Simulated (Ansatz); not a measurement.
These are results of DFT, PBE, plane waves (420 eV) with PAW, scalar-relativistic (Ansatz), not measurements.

An element in the simple cubic structure gives this curve. The cell is scaled uniformly from the relaxed one, with fractional coordinates and shape fixed. Energies are extrapolated to zero smearing, pressures are those at the given smearing. Magnetic state: spin not included.

```
V (Å³/atom)  E − E₀ (meV/atom)  P (GPa)
     30.168               46.1     4.09
     31.540               19.0     2.42
     32.911                4.6     1.12
     34.282                0.0     0.11
     35.653                3.1    -0.68
     37.025               12.0    -1.29
     38.396               25.7    -1.76
```

Problem. Which element is it?
A. thallium
B. antimony
C. sodium
D. mercury

Solution. A. Its fit is V₀ = 34.36 Å³/atom, B₀ = 22 GPa, B₀′ = 5.3.
